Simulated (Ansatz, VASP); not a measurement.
## One calculation of BN, two programs

INCAR

```
PREC = Accurate
ENCUT = 520
EDIFF = 1E-7
ISMEAR = 0
SIGMA = 0.02
LREAL = F
LASPH = T
NELM = 60
ALGO = Normal
ISIF = 2
LWAVE = F
LCHARG = F
GGA = PS
IBRION = 2
NSW = 60
EDIFFG = -0.002
```

The input KPOINTS:

```
regular mesh
0
Gamma
  9 9 6
```

The input POSCAR:

```
BN
1.0
    2.5423269612      0.0000000000      0.0000000000
   -1.2711634806      2.2017197331      0.0000000000
    0.0000000000      0.0000000000      4.1606277790
B N
2 2
Direct
    0.3333333333      0.6666666667     -0.0000934322
    0.6666666667      0.3333333333      0.4999065678
    0.3333333333      0.6666666667      0.3740934322
    0.6666666667      0.3333333333      0.8740934322
```

Input for Ansatz:

```yaml
crystal:
  lattice:
    - [2.5423269612, 0.0, 0.0]
    - [-1.2711634806, 2.2017197331, 0.0]
    - [0.0, 0.0, 4.160627779]
  atoms:
    - { symbol: B, position: [0.3333333333, 0.6666666667, -9.34322e-05] }
    - { symbol: B, position: [0.6666666667, 0.3333333333, 0.4999065678] }
    - { symbol: "N", position: [0.3333333333, 0.6666666667, 0.3740934322] }
    - { symbol: "N", position: [0.6666666667, 0.3333333333, 0.8740934322] }
basis:
  ecutwfc: 420
kpoints:
  mp_grid: { grid: [9, 9, 6] }
hamiltonian:
  xc: pbesol
  pseudopotentials: { kind: paw, azcp: { folder: soft_1 } }
scf:
  occupations: { method: gaussian, width: 0.02 }
output:
  forces: true
  stress: true
  eigenvalues: true
relax:
  adjacent_minimum: "off"
  f_tol: 0.002
  max_steps: 40
```

Change from the starting cell: strained cell.

Alike in both runs: task relaxation of the atoms; functional PBEsol; k mesh 9 × 9 × 6; occupations gaussian, width 0.02 eV; no spin polarisation.

```csv
,VASP,Ansatz
version,VASP 6.6.1,Ansatz 0.2.0
potentials or method,"VASP PAW PBE potentials, release 64 (B, N)","scalar-relativistic, plane waves, PAW"
plane-wave cutoff (eV),520,420
valence electrons in the cell,16,16
```

```csv
,VASP,Ansatz,Ansatz less VASP
"gap on the k mesh at the Fermi level, each at its own relaxed structure (eV)",4.98,5.00,+0.013
```

Ansatz warned: «pseudo_functional_mismatch».

Caveats: an odd mesh through Γ misses points on the zone boundary, where band edges often lie.
